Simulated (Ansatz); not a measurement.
# TaN: pressure against volume

One table from this session's results is given with a row withheld; the runs are named, their logs left out.

Method: DFT PBE, scalar-relativistic, in Ansatz 0.2.0.

## The starting structure

The structure is hexagonal, space group P6/mmm (No. 191). Conventional cell: a = 5.185 Å, b = 5.185 Å, c = 2.908 Å, α = 90.00°, β = 90.00°, γ = 120.00°. Ta (site symmetry 6/mmm) is surrounded by 6 N at 2.59 Å and 2 Ta at 2.91 Å. Ta (site symmetry -6m2) is surrounded by 6 N at 2.09 Å. N (site symmetry mmm) has 6 Ta at 2.09 to 2.59 Å as nearest neighbours.

Structure file:

```xyz
6
Lattice="5.1850 0.0000 0.0000 -2.5925 4.4903 0.0000 0.0000 0.0000 2.9080" Properties=species:S:1:pos:R:3 pbc="T T T"
Ta    0.0000    0.0000    0.0000
Ta    0.0000    2.9936    1.4540
Ta    2.5925    1.4968    1.4540
N     2.5925    0.0000    0.0000
N     1.2962    2.2452    0.0000
N    -1.2962    2.2452    0.0000
```

Atoms are numbered in the order of the input: Ta1, Ta2, Ta3, N4, N5, N6.

The first run:

Input file input.yaml:

```yaml
crystal:
  lattice:
    - [5.114923108, 0.0, 0.0]
    - [-2.557461554, 4.4296533499, 0.0]
    - [0.0, 0.0, 2.8686978849]
  atoms:
    - { symbol: Ta, position: [0.0, 0.0, 0.0] }
    - { symbol: Ta, position: [0.3333333333, 0.6666666667, 0.5] }
    - { symbol: Ta, position: [0.6666666667, 0.3333333333, 0.5] }
    - { symbol: "N", position: [0.5, 0.0, 0.0] }
    - { symbol: "N", position: [0.5, 0.5, 0.0] }
    - { symbol: "N", position: [0.0, 0.5, 0.0] }
kpoints:
  mp_grid: { grid: [5, 5, 8] }
  band_path:
    path:
      - [0.0, 0.0, 0.0]
      - [0.5, 0.0, 0.0]
      - [0.3333333333, 0.3333333333, 0.0]
      - [0.0, 0.0, 0.0]
      - [0.0, 0.0, 0.5]
      - [0.5, 0.0, 0.5]
      - [0.3333333333, 0.3333333333, 0.5]
      - [0.0, 0.0, 0.5]
      - [0.5, 0.0, 0.5]
    npoints: 5
scf:
  occupations: { method: fermi_dirac, width: 0.03 }
hamiltonian:
  xc: pbe
  pseudopotentials: { kind: all_electron, lapw: { basis_error: 0.0005 } }
output:
  forces: true
  stress: true
  eigenvalues: true
```

On the command line:

```sh
$ ansatz run input.yaml --threads 2 --pin off --max-ram 6144MiB --backend cpu --events-out ev --progress --plain --runs-dir out
```

Among the steps run: Volume × 0.96, LAPW; Volume × 0.96, PAW; Volume × 0.96, crystal datasets; Volume × 0.99, LAPW; Volume × 0.99, PAW; Volume × 0.99, crystal datasets; Volume × 1.02, LAPW; Volume × 1.02, PAW; Volume × 1.02, crystal datasets; Volume × 1.06, LAPW; Volume × 1.06, PAW; Volume × 1.06, crystal datasets.

One of the session's tables, all rows but one given; the rest of the session is left out.

| method | volume (Å³/atom) | pressure (GPa) |
| --- | --- | --- |
| LAPW | 10.833 | 25.53 |
| LAPW | 11.171 | 13.90 |
| LAPW | 11.510 | 3.92 |
| LAPW | 11.961 | ? |
| PAW | 10.833 | 25.62 |
| PAW | 11.171 | 13.88 |
| PAW | 11.510 | 3.82 |
| PAW | 11.961 | -7.40 |
| crystal datasets | 10.833 | 25.53 |
| crystal datasets | 11.171 | 13.90 |
| crystal datasets | 11.510 | 3.92 |
| crystal datasets | 11.961 | -7.23 |

Q: Estimate the row for LAPW, 11.961 from the others.

As computed: pressure (GPa): -7.22. In the column «pressure (GPa)» it lies between crystal datasets, 11.961 (-7.23) and PAW, 11.510 (3.82).

To keep in mind: Shape and positions are held, so a fully relaxed modulus can be lower. Spin-orbit coupling is left out, though the cell holds Ta; in elements this heavy it can shift bands and gaps by tenths of an eV. Warnings in the runs' records: gradients without spin orbit, crystal datasets made.
